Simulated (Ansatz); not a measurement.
PbO2 in Ansatz: the effect of functional

PbO2:

```
CELL_PARAMETERS angstrom
0.00000 2.71989 2.71989
2.71989 0.00000 2.71989
2.71989 2.71989 0.00000
ATOMIC_POSITIONS crystal
Pb 0.00000 0.00000 0.00000
O 0.75000 0.75000 0.75000
O 0.25000 0.25000 0.25000
```

The cell comes from a database or a generator and needn't be the stable form of this composition.

The cell isn't the ideal one: volume scaled by 1.02.

Alike in all runs:

- Program: Ansatz 0.2.0
- Task: single point
- Potentials or basis: Ansatz PAW
- k mesh: 9 × 9 × 9
- Occupations: fermi-dirac, width 0.05 eV
- Spin: no spin polarisation

```tsv
functional	cutoff	pressure (GPa)
LDA	420 eV (not typed: the program's choice for these potentials)	-12.3
PBEsol	420 eV (not typed: the program's choice for these potentials)	?
r2SCAN	500 eV (not typed: the program's choice for these potentials)	-9.1
```

**Question.** What does the run with functional PBEsol give?

**Answer.** Pressure -8.0 GPa.

Caveats: the PAW data sets come from PBE, with cores solved anew for the run's functional, which leaves a small shift of forces and pressure.
